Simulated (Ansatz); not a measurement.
# Quasi-harmonic thermodynamics of BeTe (F-43m)

Wanted: α(T), C_P(T) and B(T) of BeTe in the quasi-harmonic approximation.

What experiment has found for this phase:
- bulk modulus 67 GPa near room temperature (given in “High-Throughput Prediction of Finite-Temperature Properties using the Quasi-Harmonic Approximation”, 2016, arXiv:1603.06924)

Method: DFT RPBE, scalar-relativistic, plane waves, PAW, in Ansatz 0.2.0.

Report form: the programs' logs are mostly left out.

The database entry behind the starting cell differs from later determinations by our own check (an axis about 1.5 % short against later determinations), so it need not match the best structure at ambient conditions.

**1. The starting structure**

The structure is cubic, space group F-43m (No. 216). The conventional cell has a = 5.540 Å, b = 5.540 Å, c = 5.540 Å, α = 90.00°, β = 90.00°, γ = 90.00°. Be has 4 Te at 2.40 Å nearest. Nearest to Te lie 4 Be at 2.40 Å. Farther neighbours and most contacts between anions are not listed.

As a file:

```cif
data_structure
_symmetry_space_group_name_H-M 'F-43m'
_symmetry_Int_Tables_number 216
_cell_length_a 5.5400
_cell_length_b 5.5400
_cell_length_c 5.5400
_cell_angle_alpha 90.000
_cell_angle_beta 90.000
_cell_angle_gamma 90.000
_cell_volume 170.03
loop_
_atom_site_label
_atom_site_type_symbol
_atom_site_symmetry_multiplicity
_atom_site_Wyckoff_symbol
_atom_site_fract_x
_atom_site_fract_y
_atom_site_fract_z
_atom_site_occupancy
Be1 Be 4 a 0.00000 0.00000 0.00000 1
Te1 Te 4 d 0.25000 0.25000 0.75000 1
```

**2. A first coarse run**

Before spending time, one coarse run tells the gap and the pressure of the starting cell.

The input, input.yaml:

```yaml
crystal:
  lattice:
    - [0.0, 2.77, 2.77]
    - [2.77, 0.0, 2.77]
    - [2.77, 2.77, 0.0]
  atoms:
    - { symbol: Be, position: [0.0, 0.0, 0.0] }
    - { symbol: Te, position: [0.25, 0.25, 0.25] }
kpoints:
  mp_grid: { grid: [6, 6, 6] }
hamiltonian:
  xc: rpbe
scf:
  occupations: { method: gaussian, width: 0.1 }
output:
  forces: true
  stress: true
  eigenvalues: true
```

Run with:

```bash
$ ansatz run input.yaml --threads 2 --pin off --max-ram 5120MiB --backend cpu --events-out ev --progress --plain --runs-dir out
```

Run time: 0.58 s. Hardware: 2 threads of Arm Neoverse V2, shared host; peak memory 0.27 GiB; 1 s of CPU time.

This step gave:

```
pressure          : 6.030 GPa
gap on the k-mesh : 1.950 eV
volume per atom   : 21.25 Å³
```

The start is under 6.0 GPa at this level and looks like an insulator or semiconductor on this mesh.

**3. Relaxation**

The vibrations must be taken about the equilibrium of this functional, not about the starting cell, so the structure is relaxed.

input.yaml, the sections that differ from step 2:

```yaml
kpoints:
  mp_grid: { grid: [8, 8, 8] }
scf:
  occupations: { method: gaussian, width: 0.02 }
relax:
  adjacent_minimum: "off"
  f_tol: 0.005
  max_steps: 80
  cell: { stress_tol: 0.05 }
# crystal, hamiltonian, output: as in step 2
```

The job ended after 4.6 s (2 threads; peak memory 0.32 GiB).

Relaxation path:

```
step  energy less that of the first step (eV)  largest force component (eV/Å)  pressure (GPa)  volume (Å³)
   1                                   0.0000                          0.0000            5.98        42.51
   2                                  -0.0668                          0.0000           -1.26        47.89
   3                                  -0.0716                          0.0000           -0.17        46.86
   4                                  -0.0717                          0.0000            0.01        46.69
  5*                                  -0.0724                          0.0000            0.01        46.69
```

Relaxation steps marked * repeat the geometry before them on a plane-wave basis chosen anew for their cell, so energy and pressure can jump there.

Forces are held to the 24 operations that the run works with; a distortion that breaks them can't arise in this run.

```
conventional cell, symmetrised  before  after  change
                         a (Å)   5.540  5.716  +3.2 %
                         b (Å)   5.540  5.716  +3.2 %
                         c (Å)   5.540  5.716  +3.2 %
              volume (Å³/atom)   21.25  23.35  +9.8 %
```

The relaxed structure:

```xyz
2
Lattice="0.0000 2.8581 2.8581 2.8581 0.0000 2.8581 2.8581 2.8581 0.0000" Properties=species:S:1:pos:R:3 pbc="T T T"
Be    0.0000    0.0000    0.0000
Te    1.4291    1.4291    1.4291
```

Numbers from this step:

- pressure: 0.01198 GPa
- gap on the k-mesh: 2.193 eV
- volume per atom: 23.35 Å³

The relaxation ends with a pressure of 0.01 GPa.

**4. A second relaxation**

The relaxation is run once more from where the first one ended, as the script does after a large change of volume or of the gap, with mesh and occupations reviewed.

input.yaml, as its differences from that of step 3:

```diff
@@ -2,5 +2,5 @@
   lattice:
-    - [0.0, 2.77, 2.77]
-    - [2.77, 0.0, 2.77]
-    - [2.77, 2.77, 0.0]
+    - [0.0, 2.8581015042, 2.8581015042]
+    - [2.8581015042, 0.0, 2.8581015042]
+    - [2.8581015042, 2.8581015042, 0.0]
   atoms:
```

It took 2.5 s on 2 threads; peak memory 0.31 GiB; 4.2 s of CPU time.

Little changed from the start: no atom moved by 0.005 Å and no cell edge by 0.1 %.

This step gave:

| Property | Result |
| --- | --- |
| pressure | 0.01200 GPa |

**5. Relaxing to small residual forces and stress**

The thresholds are tightened for a last relaxation ahead of the phonons, and where mesh or smearing change with them the cell follows.

input.yaml, the sections that differ from step 4:

```yaml
scf:
  occupations: { method: fixed }
relax:
  adjacent_minimum: "off"
  f_tol: 0.001
  max_steps: 60
  cell: { stress_tol: 0.01 }
# crystal, kpoints, hamiltonian, output: as in step 4
```

It took 2.8 s on 2 threads; peak memory 0.31 GiB; 5.2 s of CPU time.

Little changed from the start: no atom moved by 0.005 Å and no cell edge by 0.1 %.

This step gave:

| Property | Result |
| --- | --- |
| pressure | -0.004753 GPa |

The residual pressure is -0.0048 GPa, small enough for phonons.

**6. An input with a fault**

This input was changed on purpose, to see how the program answers.

The input, input.yaml:

```yaml
crystal:
  lattice:
    - [0.0, 2.8584041498, 2.8584041498]
    - [2.8584041498, 0.0, 2.8584041498]
    - [2.8584041498, 2.8584041498, 0.0]
  atoms:
    - { symbol: Be, position: [0.0, 0.0, 0.0] }
    - { symbol: Te, position: [0.25, 0.25, 0.25] }
kpoints:
  mp_grid: { grid: [8, 8, 8] }
hamiltonian:
  xc: rpbe
scf:
  occupations: { method: fixed }
  max_iter: 60
output:
  eigenvalues: true
phonons:
  supercell: [2, 2, 2]
  qmesh: [4, 4, 4]
  thermal_expansion: {}
```

Wall time 0.01 s (2 threads); peak memory 0.05 GiB.

The program refused the input before any cycle.

The program's message: “Error: invalid value for `phonons.qmesh`: set beside supercell — each asks for the run's force constants: supercell solves them in one diagonal repeat, and qmesh at the wavevectors of a mesh, each in …”

The fault put into the input: a supercell and a q mesh together.

**7. Phonons on strained cells, q-mesh 2×2×2**

Thermal expansion follows from how the free energy of the vibrations (and of the electrons in a metal) changes with strain, so the program makes strained cells, their phonons and a fit in one run.

input.yaml, the sections that differ from step 6:

```yaml
scf:
  occupations: { method: fixed }
phonons:
  method: dfpt
  qmesh: [2, 2, 2]
  temperatures: { t_max: 800.0, t_step: 50 }
  thermal_expansion: {}
# crystal, kpoints, hamiltonian, output: as in step 6
```

Run time: 2.7 min. Hardware: 2 threads; peak memory 0.7 GiB; 5.2 min of CPU time.

This step gave:

```yaml
pressure: -0.005764 GPa
volume_expansion_coefficient_at_298_k: 25.12 1e-6/K
c_p_at_298_k: 21.09 J/mol-atom/K
entropy_at_298_k: 27.63 J/mol-atom/K
isothermal_bulk_modulus_at_298_k: 50.17 GPa
grueneisen_parameter_at_298_k: 0.8562
volume_at_298_k: 23.64 Å³/atom
principal_linear_expansion_coefficients_at_298_k: 8.375, 8.375, 8.375 1e-6/K
```

Strained cells of the study; zero-point energy where phonons were solved; the pressures are stresses at a fixed cutoff and can carry an offset from the finite basis. Expansion cells, by row:

```
cell  |a| (Å)  |b| (Å)  |c| (Å)  V (Å³/atom)  E - E_lowest (meV/atom)  pressure, compression positive (GPa)  gap (eV)  zero-point energy (meV/atom)
   1    4.042    4.042    4.042        23.35                        0                                -0.012     2.193                             -
   2    4.075    4.075    4.075        23.92                    2.176                                 -1.21     2.249                             -
   3     4.01     4.01     4.01         22.8                    2.206                                 1.308     2.135                             -
   4    4.043    4.043    4.043        23.36                        0                                -0.016     2.193                         50.54
   5    4.063    4.063    4.063        23.71                    0.871                                 -0.78     2.229                         49.58
   6    4.076    4.076    4.076        23.95                    2.401                                -1.269     2.252                         48.93
   7    4.093    4.093    4.093        24.25                    5.332                                -1.848      2.28                         48.13
   8    4.002    4.002    4.002        22.67                     3.46                                 1.655      2.12                             -
   9    4.022    4.022    4.022        23.01                    0.844                                 0.795     2.157                             -
  10    4.119    4.119    4.119        24.71                    11.81                                -2.662     2.321                             -
```

Quasi-harmonic; a, b, c are the run's own cell vectors. Expansion, by row:

```
T (K)  a (Å)  b (Å)  c (Å)  alpha (deg)  beta (deg)  gamma (deg)  cell volume (Å³/cell)  alpha_a (1e-6/K)  alpha_b (1e-6/K)  alpha_c (1e-6/K)  alpha_V (1e-6/K)  C_P (J/mol-atom/K)  C_V (J/mol-atom/K)  S (J/mol-atom/K)  B_T (GPa)  B_S (GPa)  Grueneisen  extrapolation  fit error (1e-6/K)
    0  4.054  4.054  4.054           60          60           60                   47.1                 0                 0                 0                 0                   0                   0                 0      51.51      51.51           -              0                   0
   50  4.054  4.054  4.054           60          60           60                   47.1              0.77              0.77              0.77              2.32               6.614               6.614             3.592      51.48      51.48       0.257              0                   0
  100  4.054  4.054  4.054           60          60           60                  47.11              2.35              2.35              2.35              7.05               11.37               11.37             9.818      51.36      51.37       0.452              0                   0
  150  4.055  4.055  4.055           60          60           60                  47.14              4.39              4.39              4.39             13.16               14.96               14.94             15.12      51.14       51.2        0.64              0                0.01
  200  4.056  4.056  4.056           60          60           60                  47.18              6.17              6.17              6.17             18.52               17.78               17.73             19.84      50.84      50.99       0.754              0                0.01
  250  4.057  4.057  4.057           60          60           60                  47.22              7.48              7.48              7.48             22.43               19.77               19.68             24.03      50.51      50.74       0.819              0                0.01
298.1  4.059  4.059  4.059           60          60           60                  47.28              8.37              8.37              8.37             25.12               21.09               20.96             27.63      50.17      50.49       0.856              0                0.01
  300  4.059  4.059  4.059           60          60           60                  47.28               8.4               8.4               8.4             25.21               21.13                  21             27.76      50.15      50.48       0.857              0                0.01
  350  4.061  4.061  4.061           60          60           60                  47.34              9.08              9.08              9.08             27.23               22.09               21.91              31.1      49.78       50.2       0.882              0                0.01
  400  4.062  4.062  4.062           60          60           60                  47.41              9.59              9.59              9.59             28.76               22.78               22.55             34.09       49.4      49.92         0.9              0                0.01
  450  4.064  4.064  4.064           60          60           60                  47.48              9.99              9.99              9.99             29.96                23.3               23.01             36.81      49.02      49.62       0.912              0                0.01
  500  4.067  4.067  4.067           60          60           60                  47.55             10.31             10.31             10.31             30.94               23.69               23.36             39.28      48.63      49.33       0.922              0                0.01
  550  4.069  4.069  4.069           60          60           60                  47.63             10.59             10.59             10.59             31.77               24.01               23.62             41.56      48.24      49.02        0.93              0                0.01
  600  4.071  4.071  4.071           60          60           60                   47.7             10.83             10.83             10.83              32.5               24.26               23.83             43.66      47.84      48.72       0.937              0                0.01
  650  4.073  4.073  4.073           60          60           60                  47.78             11.05             11.05             11.05             33.15               24.48               23.99             45.61      47.45      48.41       0.943              0                0.01
  700  4.075  4.075  4.075           60          60           60                  47.86             11.25             11.25             11.25             33.74               24.66               24.12             47.43      47.04       48.1       0.948              0                0.02
  750  4.078  4.078  4.078           60          60           60                  47.94             11.43             11.43             11.43              34.3               24.82               24.23             49.14      46.64      47.78       0.953              0                0.03
  800   4.08   4.08   4.08           60          60           60                  48.03             11.61             11.61             11.61             34.83               24.96               24.31             50.74      46.23      47.47       0.958              0                0.04
```

Expansion coefficient against temperature; values in 1e-6/K:

```
temperature (K)  volume  principal 1
              0       0            0
             50    2.32         0.77
            100    7.05         2.35
            150    13.2         4.39
            200    18.5         6.17
            250    22.4         7.48
            298    25.1         8.37
            300    25.2          8.4
            350    27.2         9.08
            400    28.8         9.59
            450    30.0         9.99
            500    30.9         10.3
            550    31.8         10.6
            600    32.5         10.8
            650    33.1         11.1
            700    33.7         11.2
            750    34.3         11.4
            800    34.8         11.6
```

At 298 K the volume expansion is 25.1 × 10⁻⁶/K and B_T is 50.2 GPa. The log warns that this q-mesh is too narrow, so the figure can be far off. The program raised the cutoff to 487.2 eV by itself: with no cutoff typed, the study takes about 1.16 times the default for its relaxations and scales it with the volume for the phonons.

[end of part 1 of 2]

[Logs are printed without paths, hosts, clocks, repeated set-up lines and the standing remarks that a program may print on its own settings, such as how far it seeks lower states.]

[Hosts, paths, dates, database ids (printed as entryN), source tags and the programs' standing remarks are cut or masked in the printed files.]

[A step with changed settings may run another functional than the one named; its input shows which.]
